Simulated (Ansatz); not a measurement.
# Structural relaxation of random alloy of the monolayer 2H MoS2-MoSe2 line, x = 0.5 (75 atoms), part 3 of 3

Aim: bring random alloy of the monolayer 2H MoS2-MoSe2 line, x = 0.5 (75 atoms) to a nearby minimum of the energy and see what moves.

Ansatz 0.2.0; Kohn-Sham DFT, PBE, PAW (set soft_2, large core), plane waves.

The cell: 25 Mo, 25 Se and 25 S. The host structure and its lattice constant were typed by rule, without a check against the phase diagram. Only the Γ point is sampled in the main run, in a cell whose shortest periodic width is 14 Å.

So far. Step 3 (Relaxation): The relaxation changed the energy by -47.3 meV/atom, and atoms moved by 0.095 Å r.m.s., 0.19 Å at most. Step 6 (K-mesh 2×2×1): Forces differ from those of the single point at the relaxed geometry by 2.8 meV/Å r.m.s.; the energy by -0.61 meV/atom and the gap by -0.11 eV. It took 11 s and 18 cycles; the reference's time can't be set against it, since the two runs asked for unlike analyses.

## Step 7: Functional HSE06

HSE06 mixes in a quarter of exact exchange at short range, which counters self-interaction, at a higher cost.

This step: Kohn-Sham DFT, HSE06, PAW (set soft_2, large core), plane waves (Ansatz 0.2.0).

input.yaml reads:

```yaml
crystal:
  lattice:
    - [16.25, 0.0, 0.0]
    - [-8.125, 14.07291, 0.0]
    - [0.0, 0.0, 18.5]
  atoms:
    [... the 75 atom lines of step 5 ...]
kpoints:
  mp_grid: { grid: [1, 1, 1] }
hamiltonian:
  xc: hse06
  pseudopotentials: { kind: paw, core: large }
scf:
  occupations: { method: fermi_dirac, width: 0.025 }
output:
  forces: true
  populations: true
  dos:
    method: { smearing: { sigma: 0.08 } }
    de: 0.05
    projected: { site_lists: { Mo: [Mo], S: [S], Se: [Se] } }
  eigenvalues: true
```

On the command line:

```
ansatz run input.yaml --threads 6 --pin off --max-ram 102400MiB --backend cuda --events-out ev --progress --plain --runs-dir out
```

Numbers of over 12 decimals in the logs are rounded to 6 here.

The program printed:

```text
[...]
GPU FFT provider: cuFFT
GPU libraries: cuBLAS 13.8.2, cuFFT 12.4.0, cuSOLVER 12.3.4
Crystal: 75 atoms, lattice volume = 4230.669 Å³
Basis set: ecut = 420 eV, 82609 PW (Γ), exchange–correlation on 240×240×250 points (8 copies of the dense FFT grid, shifted against one another)
Bands: 400, of which v1, the nominal top of the filled ones, is band 325 counted from 1 (324 counted from 0)
Symmetry: 1 space group operations
[...]
k-points: 1
[...]
GPU buffer pool allocated for 1800000 grid points (all kernels)
[...]
SCF iter   1: F=—  HF=-210997.878794 eV  |F-HF|=—  |Δ(HF+E_count)|=         —  Δρ=4.65e-2  dr2=1.40e2  ethr=2.17e-2  ⟨swp⟩=2.0  Hψ=1960  notcnv=0
[...]
SCF iter   4: F=—  HF=-210966.336949 eV  |F-HF|=—  |Δ(HF+E_count)|=    7.52e0  Δρ=6.81e-3  dr2=1.97e0  ethr=3.88e-4  ⟨swp⟩=14.0  Hψ=1989  notcnv=0
eigensolver tolerance schedule: the retry pair's looser diagonalisation over-reported the residual by 0.28 of it (diagonalisation noise at 0.30 of the residual, at the tolerance the schedule requests for it); recorded, not acted on — ethr = c·dr2/N_el stays at c = 1.0e-1
SCF iter   5: F=—  HF=-210967.011142 eV  |F-HF|=—  |Δ(HF+E_count)|=   6.74e-1  Δρ=7.55e-3  dr2=1.04e1  ethr=3.04e-4  ⟨swp⟩=13.0  Hψ=1213  notcnv=0  defer=8  recentre
SCF iter   6: F=—  HF=-210966.198269 eV  |F-HF|=—  |Δ(HF+E_count)|=   8.13e-1  Δρ=2.86e-3  dr2=7.01e-1  ethr=3.04e-4  ⟨swp⟩=12.0  Hψ=1166  notcnv=0  defer=9
[...]
SCF iter  12: F=—  HF=-210966.132765 eV  |F-HF|=—  |Δ(HF+E_count)|=   1.04e-4  Δρ=8.91e-5  dr2=6.02e-4  ethr=2.40e-7  ⟨swp⟩=4.0  Hψ=742  notcnv=0  defer=4
SCF iter  13: F=-210966.132625 eV  HF=-210966.132720 eV  |F-HF|=9.49e-5  |Δ(HF+E_count)|=   4.44e-5  Δρ=5.43e-5  dr2=1.36e-4  ethr=9.26e-8  ⟨swp⟩=3.0  Hψ=737  notcnv=0  defer=4
SCF 1 stopped early in 13 iterations: F = -210966.132625 eV  dr2 = 1.36e-4
[...]
GPU FFT provider: cuFFT
GPU libraries: cuBLAS 13.8.2, cuFFT 12.4.0, cuSOLVER 12.3.4
[...]
GPU buffer pool allocated for 1800000 grid points (all kernels)
[...]
Exchange kernel: α = 0.2500, screened, ω = 0.2079 Å⁻¹, Wigner–Seitz truncation, v(0) = 1035.9488 eV·Å³, q-mesh 1×1×1, nearest image of the exchange supercell L = 16.25 Å, pair-density grid 72×72×80, without the augmentation charges, whose exchange is taken in its separable form (sized by the pseudopotential files, 96×96×125 at the most)
Frozen-core exchange: fock
SCF iter   1: F=—  HF=-211065.363024 eV  |F-HF|=—  |Δ(HF+E_count)|=         —  Δρ=6.88e-3  dr2=4.23e0  ethr=2.08e-7  ⟨swp⟩=11.0  Hψ=2734  notcnv=0  reapply=1
[...]
SCF iter  10: F=—  HF=-211064.759247 eV  |F-HF|=—  |Δ(HF+E_count)|=   4.17e-4  Δρ=6.25e-5  dr2=2.25e-4  ethr=2.45e-8  ⟨swp⟩=5.0  Hψ=994  notcnv=0
SCF iter  11: F=-211064.759192 eV  HF=-211064.759214 eV  |F-HF|=2.27e-5  |Δ(HF+E_count)|=   3.24e-5  Δρ=3.55e-5  dr2=4.01e-5  ethr=2.45e-8  ⟨swp⟩=3.0  Hψ=734  notcnv=0
SCF 2 stopped early in 11 iterations: F = -211064.759192 eV  dr2 = 4.01e-5
  Residual-converged pass: ⟨swp⟩=5.0  Hψ=1419  notcnv=0  max |occ|·‖R‖ = 4.9e-6 eV (tolerance 6.7e-6 eV)  dr2=3.93e-5  dr2_onsite=2.89e-6  max |Δocc| = 0.0e0
hybrid outer 1: dexx = +2.630e-1 eV, tail = 1.63e-4 eV
GPU FFT provider: cuFFT
GPU libraries: cuBLAS 13.8.2, cuFFT 12.4.0, cuSOLVER 12.3.4
GPU buffer pool allocated for 1800000 grid points (all kernels)
[...]
Frozen-core exchange: fock
SCF iter   1: F=—  HF=-211064.758682 eV  |F-HF|=—  |Δ(HF+E_count)|=         —  Δρ=2.56e-5  dr2=5.91e-5  ethr=1.25e-7  ⟨swp⟩=11.0  Hψ=1402  notcnv=0  reapply=1
[...]
SCF iter   9: F=—  HF=-211064.758682 eV  |F-HF|=—  |Δ(HF+E_count)|=   3.40e-7  Δρ=1.30e-6  dr2=1.01e-7  ethr=1.39e-11  ⟨swp⟩=9.0  Hψ=1155  notcnv=0  defer=4
SCF iter  10: F=-211064.758682 eV  HF=-211064.758682 eV  |F-HF|=3.26e-9  |Δ(HF+E_count)|=   1.41e-8  Δρ=5.10e-7  dr2=1.14e-8  ethr=1.39e-11  ⟨swp⟩=5.0  Hψ=745  notcnv=0  defer=3
SCF 3 converged in 10 iterations: F = -211064.758682 eV  dr2 = 1.14e-8
[...]
hybrid outer 2: dexx = +6.620e-6 eV, tail = 3.59e-8 eV, Δε = 2.54e-3 eV (about 4.49e-5 eV left of the loop's levels), ΔF = 3.12e-3 eV/Å (tail 4.38e-4)
hybrid SCF converged: 2 outer / 21 inner (+13 warm-up), last move |dexx| = 6.62e-6 eV, tail = 3.59e-8 eV
Stability not checked: this state was not tested for a lower state beside it, because the functional holds exact exchange (a hybrid, or Hartree-Fock), whose exchange loop this test does not read (fock_operator; see scf.lower_state_search)
Free energy (F): -211064.758683 eV
Frozen-core exchange: fock
[...]
Internal energy: -211064.758683 eV  (E = F + TS)
E sigma→0 (E₀):  -211064.758683 eV
Fermi energy:    0.408228 eV
[...]
Σ components = -211064.758683   (vs F -211064.758683, Δ=2.91e-11)
--- Forces (eV/Å), atoms counted from 1 ---
  atom   1  Mo    -0.02187600    -0.01532153    -0.02354223
  atom   2  Se     0.00032371     0.00034563    -0.56336936
  atom   3  Se    -0.00603309     0.00492820     0.56889819
  atom   4  Mo    -0.03257123    -0.01256625    -0.05729472
[...]
atom  75  Se     0.00724032     0.01193472     0.56875120
  max |Σ_I F_I| component: 3.41e-4 eV/Å
--- Band table (eV) ---
[...]
--- Löwdin populations: 75 sites ---
  site symbol       q [e]
     0     Mo     13.6325
     1     Se      6.0561
     2     Se      6.0702
[...]
74     Se      6.0622
  spilling = 0.008207 (of n_electrons = 650.000000)
```

The job ended after 22 s (1 × NVIDIA H100 80GB HBM3 with 6 threads of AMD EPYC 7R13 (Zen 3), shared host; peak memory 3.2 GiB).

That memory is the host's; the program planned up to 10.4 GiB on the GPU.

Geometry and reference: those of the single point at the relaxed geometry.

Forces differ from those of the single point at the relaxed geometry by 255 meV/Å r.m.s.; the gap by +0.59 eV. It took 22 s and 34 cycles; the reference's time can't be set against it, since the two runs asked for unlike analyses.

The run gave:

```
free energy                                      : -211064.7587 eV
free energy per atom                             : -2814.1968 eV/atom
SCF cycles                                       : 34
r.m.s. force component                           : 0.2548 eV/Å
longest force                                    : 0.5893 eV/Å
Fermi energy                                     : 0.4082 eV
gap (highest filled to lowest empty level) : 2.437 eV
spilling of the projection                       : 0.008207
```

Length of the force by element:

| element | coordination | atoms | mean length of the force (eV/Å) | spread | least | most |
| --- | --- | --- | --- | --- | --- | --- |
| Mo | all | 25 | 0.0336 | 0.02 | 0.0093 | 0.0704 |
| S | all | 25 | 0.501 | 0.0117 | 0.487 | 0.520 |
| Se | all | 25 | 0.576 | 0.0073 | 0.563 | 0.589 |

Löwdin charges by element (they lack the spilled electrons, 0.071 e an atom on average):

| element | coordination | atoms | mean charge (e) | spread | least | most |
| --- | --- | --- | --- | --- | --- | --- |
| Mo | all | 25 | 0.380 | 0.0072 | 0.361 | 0.391 |
| S | all | 25 | -0.104 | 0.0031 | -0.111 | -0.0994 |
| Se | all | 25 | -0.0616 | 0.0054 | -0.0754 | -0.0538 |

Density of states as counts of states in windows of 0.5 eV (from the Fermi level), total and the larger projections:

| from (eV) | to (eV) | total | Mo d | Se p | S p |
| --- | --- | --- | --- | --- | --- |
| -10 | -7.5 | 0.0 | 0.0 | 0.0 | 0.0 |
| -7.5 | -7 | 15.3 | 3.9 | 3.8 | 5.9 |
| -7 | -6.5 | 43.3 | 13.1 | 11.7 | 15.5 |
| -6.5 | -6 | 15.3 | 3.3 | 5.5 | 5.6 |
| -6 | -5.5 | 23.0 | 7.0 | 5.3 | 9.1 |
| -5.5 | -5 | 34.1 | 9.2 | 10.3 | 10.0 |
| -5 | -4.5 | 31.5 | 9.7 | 8.5 | 11.9 |
| -4.5 | -4 | 30.9 | 9.0 | 11.2 | 9.4 |
| -4 | -3.5 | 17.1 | 7.1 | 4.3 | 5.1 |
| -3.5 | -3 | 48.1 | 14.7 | 18.1 | 13.4 |
| -3 | -2.5 | 18.7 | 3.4 | 7.9 | 6.8 |
| -2.5 | -2 | 34.1 | 11.7 | 12.3 | 8.4 |
| -2 | -1.5 | 24.5 | 16.4 | 3.8 | 3.3 |
| -1.5 | -1 | 14.0 | 9.9 | 2.0 | 1.7 |
| -1 | 1 | 0.0 | 0.0 | 0.0 | 0.0 |
| 1 | 1.5 | 27.9 | 18.8 | 4.3 | 3.1 |
| 1.5 | 2 | 49.6 | 32.2 | 8.0 | 6.7 |

Between -26 and -10 eV lie 100 more states.

The stored curve holds about 450 of the 650 electrons; the rest, give or take the few that broadening carries across the Fermi level, lie in deeper levels below its range.

The levels nearest the highest filled one (over half full), pooled over k-points and spins:

| level less the highest filled one (eV) | occupation |
| --- | --- |
| -0.129 | 2 |
| -0.126 | 2 |
| -0.121 | 2 |
| -0.0978 | 2 |
| -0.0963 | 2 |
| 0 | 2 |
| 2.44 | 0 |
| 2.45 | 0 |
| 2.46 | 0 |
| 2.49 | 0 |
| 2.50 | 0 |
| 2.51 | 0 |

## Step 8: Functional PBEsol

PBEsol restores the gradient expansion of exchange for slowly varying densities and usually gives shorter bonds in solids than PBE.

This step: Kohn-Sham DFT, PBEsol, PAW (set soft_2, large core), plane waves (Ansatz 0.2.0).

input.yaml: that of step 7 with these lines changed.

```diff
@@ -10,3 +10,3 @@
 hamiltonian:
-  xc: hse06
+  xc: pbesol
   pseudopotentials: { kind: paw, core: large }
```

The program printed:

```text
[...]
GPU FFT provider: cuFFT
GPU libraries: cuBLAS 13.8.2, cuFFT 12.4.0, cuSOLVER 12.3.4
Crystal: 75 atoms, lattice volume = 4230.669 Å³
Basis set: ecut = 420 eV, 82609 PW (Γ), exchange–correlation on 240×240×250 points (8 copies of the dense FFT grid, shifted against one another)
Bands: 400, of which v1, the nominal top of the filled ones, is band 325 counted from 1 (324 counted from 0)
Symmetry: 1 space group operations
[...]
k-points: 1
[...]
GPU buffer pool allocated for 1800000 grid points (all kernels)
[...]
SCF iter   1: F=—  HF=-207987.731607 eV  |F-HF|=—  |Δ(HF+E_count)|=         —  Δρ=4.69e-2  dr2=1.40e2  ethr=3.10e-3  ⟨swp⟩=10.0  Hψ=2301  notcnv=0
[...]
SCF iter  17: F=—  HF=-207954.304227 eV  |F-HF|=—  |Δ(HF+E_count)|=   7.34e-8  Δρ=1.59e-6  dr2=2.62e-7  ethr=7.52e-11  ⟨swp⟩=2.0  Hψ=522  notcnv=0  defer=51
SCF iter  18: F=-207954.304227 eV  HF=-207954.304227 eV  |F-HF|=5.12e-8  |Δ(HF+E_count)|=   1.75e-9  Δρ=9.72e-7  dr2=8.38e-8  ethr=1.54e-11  ⟨swp⟩=15.0  Hψ=2535  notcnv=0
SCF 1 converged in 18 iterations: F = -207954.304227 eV  dr2 = 8.38e-8
[...]
SCF converged after 18 iterations
Free energy (F): -207954.304227 eV
[...]
Internal energy: -207954.304227 eV  (E = F + TS)
E sigma→0 (E₀):  -207954.304227 eV
Fermi energy:    0.502748 eV
[...]
Σ components = -207954.304227   (vs F -207954.304227, Δ=0.00e0)
--- Forces (eV/Å), atoms counted from 1 ---
  atom   1  Mo    -0.00736316    -0.00179444    -0.00785608
  atom   2  Se    -0.00236051    -0.00492577    -0.40685583
  atom   3  Se    -0.00480609     0.00724209     0.39454334
  atom   4  Mo    -0.00322331    -0.00491691    -0.00731674
[...]
atom  75  Se    -0.00078878     0.00942819     0.39664552
  max |Σ_I F_I| component: 7.10e-6 eV/Å
--- Band table (eV) ---
[...]
--- Löwdin populations: 75 sites ---
  site symbol       q [e]
     0     Mo     13.6829
     1     Se      6.0416
     2     Se      6.0567
[...]
74     Se      6.0487
  spilling = 0.007636 (of n_electrons = 650.000000)
```

The job ended after 3.9 s (1 × NVIDIA H100 80GB HBM3 with 6 threads; peak memory 1.8 GiB; 7.1 s of CPU time).

That memory is the host's; the program planned up to 7.5 GiB on the GPU.

Geometry and reference: those of the single point at the relaxed geometry.

Forces differ from those of the single point at the relaxed geometry by 180 meV/Å r.m.s.; the gap by -0.0069 eV.

## Step 9: The ladder side by side

Differences are against the single point at the relaxed geometry (Kohn-Sham DFT, PBE, PAW (set soft_2, large core), plane waves), whose r.m.s. force component is 0.00162 eV/Å. Energies are set beside the reference only for runs with its functional, potentials and electron count. Times are for 1 × NVIDIA H100 80GB HBM3 with 6 threads of AMD EPYC 7R13 (Zen 3), shared host. The reference's time includes grids, which some other runs skip.

| run | Δ force, r.m.s. (meV/Å) | Δ energy (meV/atom) | Δ gap (eV) | cycles | time | host memory (GiB) | planned on the GPU (GiB) |
| --- | --- | --- | --- | --- | --- | --- | --- |
| reference | - | - | - | 18 | 7.5 s | 1.9 | 7.5 |
| k-mesh 2×2×1 | 2.83 | -0.607 | -0.110 | 18 | 11 s | 3.9 | 36 |
| functional HSE06 | 255 | - | 0.591 | 34 | 22 s | 3.2 | 10 |
| functional PBEsol | 180 | - | -0.0069 | 18 | 3.9 s | 1.8 | 7.5 |

## Step 10: What came out

| Quantity | Value |
| --- | --- |
| energy change in the relaxation | -47.28 meV/atom |
| r.m.s. displacement | 0.095 Å |
| largest displacement | 0.191 Å |
| free energy per atom | -2812.8845 eV/atom |
| r.m.s. force component | 0.00162 eV/Å |
| gap (highest filled to lowest empty level) | 1.845 eV |
| potential in mid-vacuum, over the Fermi level | 4.755 eV |
| wall time of the 6 DFT runs | 63 s |

Relaxation lowers the energy by 47.3 meV/atom and moves atoms by 0.095 Å r.m.s.; the r.m.s. force component goes from 0.80 to 0.0016 eV/Å. By the final cutoffs no bond was broken or made. From the first step to the last the energy fell by 3.546 eV, and the largest move was 0.19 Å (S54). The Mo-S bonds go from 2.480 Å (spread 0.027) to 2.413 Å (spread 0.004). Counting bonds as in the table, all Mo atoms have 6, all S atoms have 3 and all Se atoms have 3 bonded neighbours. Filled and empty levels are parted by 1.85 eV at Γ alone; the mesh holds the band edges only if they fold onto it, so the gap at this level can be narrower or closed, and states at the surface or the caps may set it. The potential stands 5.70 eV above the highest filled level over the upper face and 5.63 eV under the lower one, a reading of the ionisation potential at this level on the run's k-points, but a rough one: there is no dipole correction, and the values are taken inside the vacuum, not at the faces.

Among the changes of functional, dispersion, potentials or spin set against this reference, functional HSE06 moves the forces most, by 255 meV/Å r.m.s. The gap changes by +0.59 eV with HSE06.

[Logs are printed without paths, hosts, clocks, repeated set-up lines and the standing remarks that a program may print on its own settings, such as how far it seeks lower states.]

[Hosts, paths, dates, database ids (printed as entryN), source tags and the programs' standing remarks are cut or masked in the printed files.]
